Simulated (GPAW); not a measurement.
# MoS2 in GPAW: single point with PBEsol

Aim: the single point of MoS2 with PBEsol.

Everything below comes from runs of GPAW 26.7.0. Logs are shortened: lines on timing, memory, paths and dates and some standing lists are left out, and cuts for length are marked. The log counts tension as positive stress, the text compression.

### Step 1. The undisturbed slab

The cell holds a slab with vacuum, 3 atoms: a = 3.184 Å, b = 3.184 Å, c = 17.335 Å, α = 90.00°, β = 90.00°, γ = 120.00°.

### Step 2. Single point, PBEsol (atoms moved at random, drawn with an rms of 0.05 Å)

Contents of run.py:

```python
from ase import Atoms
from ase.dft.bandgap import bandgap
from ase.io import write
from ase.units import GPa
from gpaw import GPAW, PW, setup_paths

setup_paths.insert(0, '.')

atoms = Atoms(['Mo', 'S', 'S'],
              cell=[[3.1841260822, 0.0, 0.0],
                    [-1.5920630411, 2.757534076, 0.0],
                    [0.0, 0.0, 17.33459995]],
              scaled_positions=[[0.002899, -0.01384, -0.000474],
                                [0.331386, 0.661075, 0.910555],
                                [0.321736, 0.655181, 0.089526]],
              pbc=True)

calc = GPAW(mode=PW(600),
            xc='PBEsol',
            kpts={'size': (10, 10, 2), 'gamma': True},
            occupations={'name': 'fermi-dirac', 'width': 0.05},
            nbands=25,
            convergence={'density': 1e-05, 'energy': 1e-05},
            maxiter=150,
            txt='gpaw.txt')
atoms.calc = calc
energy = atoms.get_potential_energy()
forces = atoms.get_forces()
stress = atoms.get_stress()
calc.write('gs.gpw')
write('result.traj', atoms)
print(f'Energy: {energy:.6f} eV')
print('Forces (eV/A):')
print(forces.round(4))
print('Stress (GPa):', (stress / GPa).round(3))
print('Fermi level:', round(calc.get_fermi_level(), 4), 'eV')
print(f'Gap: {bandgap(calc)[0]:.4f} eV, direct: {bandgap(calc, direct=True)[0]:.4f} eV')
```

Potentials or basis: PAW data sets generated in the run's folder for this functional, pw.

Run with:

```console
gpaw-setup -f PBEsol Mo S
OMP_NUM_THREADS=1 python run.py
```

gpaw.txt:

```text
__  _  _
 | _ |_)|_||  |
 |__||  | ||/\| - 26.7.0

Input parameters:
  mode=PW(ecut=600.0),
  convergence={'density': 1e-05, 'energy': 1e-05},
  kpts=MonkhorstPack(size=(10, 10, 2), gamma=True),
  maxiter=150,
  nbands=25,
  occupations=Occupations(name='fermi-dirac', width=0.05),
  xc=XC(name='PBEsol')

Diagonalizing LCAO Hamiltonian
Converting LCAO to pw mode

         S

         S

       Mo

Atoms  # Å, Bohr magnetons
|   | symbol |         x |         y |         z |    initial magnetic moments |
|---|--------|-----------|-----------|-----------|-----------------------------|
| 0 |     Mo |  0.031265 | -0.038164 | -0.008217 | ( 0.0000,  0.0000,  0.0000) |
| 1 |      S |  0.002702 |  1.822937 | 15.784107 | ( 0.0000,  0.0000,  0.0000) |
| 2 |      S | -0.018641 |  1.806684 |  1.551897 | ( 0.0000,  0.0000,  0.0000) |

Unit cell  # Å
| periodic |         x |        y |         z |   lengths |     angles |
|----------|-----------|----------|-----------|-----------|------------|
|      yes |  3.184126 | 0.000000 |  0.000000 |  3.184126 |  90.000000 |
|      yes | -1.592063 | 2.757534 |  0.000000 |  3.184126 |  90.000000 |
|      yes |  0.000000 | 0.000000 | 17.334600 | 17.334600 | 120.000000 |

Number of symmetries: 1
Symmetry operations  # r_c * U_cc + t_c -> r_c
|   | kind |            matrix            |
|---|------|------------------------------|
| 0 |  E   |  1, 0, 0,  0, 1, 0,  0, 0, 1 |

BZ-sampling:
  Number of BZ points: 200
  Number of IBZ points: 104

  Monkhorst-Pack size: [10, 10, 2]
  Monkhorst-Pack shift: [0.05, 0.05, 0.25]

K-points  # in reciprocal-cell coordinates
|     |                                coordinates |     weight |
|-----|--------------------------------------------|------------|
|   0 | (  0.00000000,   0.00000000,   0.00000000) | 0.00500000 |
|   1 | (  0.00000000,   0.00000000,   0.50000000) | 0.00500000 |
|   2 | (  0.00000000,   0.10000000,   0.00000000) | 0.01000000 |
|   3 | (  0.00000000,   0.10000000,   0.50000000) | 0.01000000 |
|   4 | (  0.00000000,   0.20000000,   0.00000000) | 0.01000000 |
|   5 | (  0.00000000,   0.20000000,   0.50000000) | 0.01000000 |
|   6 | (  0.00000000,   0.30000000,   0.00000000) | 0.01000000 |
|   7 | (  0.00000000,   0.30000000,   0.50000000) | 0.01000000 |
|   8 | (  0.00000000,   0.40000000,   0.00000000) | 0.01000000 |
|   9 | (  0.00000000,   0.40000000,   0.50000000) | 0.01000000 |
| ... |                                            |            |
| 103 | (  0.50000000,   0.50000000,   0.50000000) | 0.00500000 |

Plane wave coefficients: 5116
Cutoff: 600.0 eV

Spin-components: 1 (collinear spins)
Bands:           25
Projectors:      16
Spin-degeneracy: 2
Datatype:        complex128

Parallelization:
  kpt:    1
  domain: 1
  band:   1

Density:
  Valence electrons: 26.0
  Components: 1
  Grid points: [18 18 98]
  Charge: 0.0  # |e|

Potential:
  Grid points: [18 18 98]

species:
  Mo:
    name:    Molybdenum
    Z:       42.0
    valence: 14
    core:    28
    charge:  0.0  # [|e|]
    compensation charges:
      type: gauss
      rc: 0.38  # [Å]
      lmax: 2
    cutoffs:
      filter: 2.16  # [Å]
      core: 1.42  # [Å]
    projectors
    | kind |    occ | energy [eV] | rcut [Å] |
    |------|--------|-------------|----------|
    |   4s |  2.000 |     -64.262 |    1.238 |
    |   5s |  1.000 |      -4.116 |    1.238 |
    |   4p |  6.000 |     -38.461 |    1.296 |
    |   5p |  0.000 |      -1.012 |    1.296 |
    |   4d |  5.000 |      -3.770 |    1.296 |
    |    d |        |      23.442 |    1.296 |

    Using partial waves for Mo as LCAO basis

  S:
    name:    Sulfur
    Z:       16.0
    valence: 6
    core:    10
    charge:  0.0  # [|e|]
    compensation charges:
      type: gauss
      rc: 0.24  # [Å]
      lmax: 2
    cutoffs:
      filter: 1.77  # [Å]
      core: 1.66  # [Å]
    projectors
    | kind |    occ | energy [eV] | rcut [Å] |
    |------|--------|-------------|----------|
    |   3s |  2.000 |     -17.192 |    0.974 |
    |   3p |  4.000 |      -6.978 |    0.979 |
    |    s |        |      10.020 |    0.974 |
    |    p |        |      20.234 |    0.979 |
    |    d |        |       0.000 |    0.900 |

    Using partial waves for S as LCAO basis

Reference energy: -131755.109894  # eV

eigensolver:
[... 26 lines left out ...]
convergence criteria:
- Maximum integral of absolute [dens]ity change: 1e-05 electrons / valence electron
- Maximum [total energy] change in last 3 cyles: 1e-05 eV / valence electron
- Maximum integral of absolute [eigenst]ate change: 4e-08 eV^2 / valence electron
maximum number of iterations: 150

SCF iterations
|iter     | |      energy | eigst |  dens |
|---------|-|-------------|-------|-------|
|iter:   1| |  -25.299292 | +0.38 |       |
|iter:   2| |  -24.766644 | -1.30 | -0.98 |
|iter:   3| |  -23.691775 | -1.13 | -1.05 |
|iter:   4| |  -23.660665 | -2.16 | -1.50 |
|iter:   5| |  -23.689671 | -2.62 | -1.83 |
|iter:   6| |  -23.656507 | -2.95 | -1.95 |
|iter:   7| |  -23.655023 | -4.02 | -2.47 |
|iter:   8| |  -23.654978 | -4.77 | -2.96 |
|iter:   9| |  -23.654970c| -5.80 | -3.47 |
|iter:  10| |  -23.654971c| -6.89 | -4.24 |
|iter:  11| |  -23.654971c| -7.62c| -4.90 |
|iter:  12| |  -23.654971c| -8.10c| -5.58c|

Converged in 12 steps
Energy contributions relative to reference atoms: (reference = -131755.109894)

Energy contributions:
  Kinetic:          -4.729982
  Coulomb:          -2.135378
  Zero:             -0.100744
  External:          0.000000
  Xc:              -16.688866
  Entropy:          -0.000000
  Spinorbit:         0.000000
  ----------------------------
  Free energy:     -23.654971
  Extrapolated:    -23.654971

dipole moment: (-21.127172, 11.760156, 64.422789)  # |e|*Ang

Fermi level: -0.396
Eigenvalues  # (at kpt = [0.000, 0.000, 0.000])
| band index |      eig [eV] | occ [0-2] |
|------------|---------------|-----------|
|          0 |       -62.086 |     2.000 |
|        ... |               |           |
|          5 |       -14.018 |     2.000 |
|          6 |        -6.889 |     2.000 |
|          7 |        -3.964 |     2.000 |
|          8 |        -3.875 |     2.000 |
|          9 |        -3.049 |     2.000 |
|         10 |        -2.915 |     2.000 |
[... 8 lines left out ...]
|         19 |         4.889 |     0.000 |
|         20 |         5.652 |     0.000 |
|        ... |               |           |
|         24 |         9.370 |     0.000 |

Gap: 1.704 eV
Transition (v -> c):
  (s=0, k=1, n=12, [0.00, 0.00, 0.50]) -> (s=0, k=68, n=13, [0.30, 0.40, 0.00])
Direct/indirect transitions are different
Direct gap: 1.892 eV
Transition at: (s=0, k=68, n=12, [0.30, 0.40, 0.00])

Forces  # eV/Ang
|        x |        y |        z |
|----------|----------|----------|
| -0.78120 |  0.30047 |  0.25645 |  # Mo   0
|  0.30323 | -0.21958 | -0.00501 |  # S    1
|  0.47797 | -0.08089 | -0.25151 |  # S    2

Stress tensor  # eV/Ang^3
|         x |         y |         z |
|-----------|-----------|-----------|
|  0.008693 |  0.001550 | -0.001827 |
|  0.001550 |  0.009890 | -0.001396 |
| -0.001827 | -0.001396 |  0.002745 |

# Writing to gs.gpw (mode='')
```

Run time: 4 min. Hardware: 1 thread of Arm Neoverse V2, shared host; peak memory 0.5 GiB.

What came out:

| Quantity | Value |
| --- | --- |
| Free energy | -23.6550 eV |
| Largest force | 0.875 eV/Å |
| Band gap on the k mesh | 1.70 eV, indirect (least direct gap 1.89 eV) |

Forces on the atoms (eV/Å):
```
Mo  -0.781  0.300  0.256
S    0.303 -0.220 -0.005
S    0.478 -0.081 -0.252
```
